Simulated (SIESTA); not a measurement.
Runs of SIESTA 5.4.2 on ZnO (zincite). It takes space group P6_3mc (No. 186, hexagonal). The conventional cell has a = 3.249 Å, b = 3.249 Å, c = 5.206 Å, α = 90.00°, β = 90.00°, γ = 120.00°. Zn (site symmetry 3m) is surrounded by 4 O at 1.97 to 1.98 Å. O (site symmetry 3m) has 4 Zn at 1.97 to 1.98 Å as nearest neighbours. 

```tsv
task	level	potentials or basis	gap on the mesh (eV)	pressure (GPa)	V0 of scaled cells (Å³/atom)	B0 (GPa)	largest force (eV/Å)
band structure	PBEsol	PseudoDojo 0.4 standard (PBEsol files), DZP (energy shift 0.003 Ry; two zetas on semicore shells)	0.92	-0.6	-	-	0.08
equation of state	PBEsol	PseudoDojo 0.4 standard (PBEsol files), DZP (energy shift 0.003 Ry; two zetas on semicore shells)	-	-	(b)	150	-
equation of state	PBE	PseudoDojo 0.4 standard (PBE files), DZP (energy shift 0.003 Ry; two zetas on semicore shells)	-	-	12.38	136	-
single point	PBE	PseudoDojo 0.4 standard (PBE files), DZP (energy shift 0.003 Ry; two zetas on semicore shells)	(c)	(a)	-	-	0.09
equation of state	LDA	PseudoDojo 0.4 standard (LDA files), DZP (energy shift 0.003 Ry; two zetas on semicore shells)	-	-	11.44	165	-
```

Alike in all rows: no spin polarisation; cell as given; k mesh 9 × 9 × 5; smearing fermi-dirac 0.05 eV; grid cutoff 800 Ry; energy shift 0.003 Ry.

Q: Estimate the missing entries.

A: (a) 5.7; (b) 11.86; (c) 1.01.

Caveats: short orbitals over semicore shells can move pressures by several GPa; the valence orbitals were made in a potential fitted to the semicore shell under them, which widens gaps by tenths of an eV or more; the basis of atomic orbitals isn't converged, which shifts pressures, moduli and gaps; the cell was scaled at fixed shape and fractional positions, which overstates the stiffness of a crystal with free parameters, most of all of layers and chains (some runs).

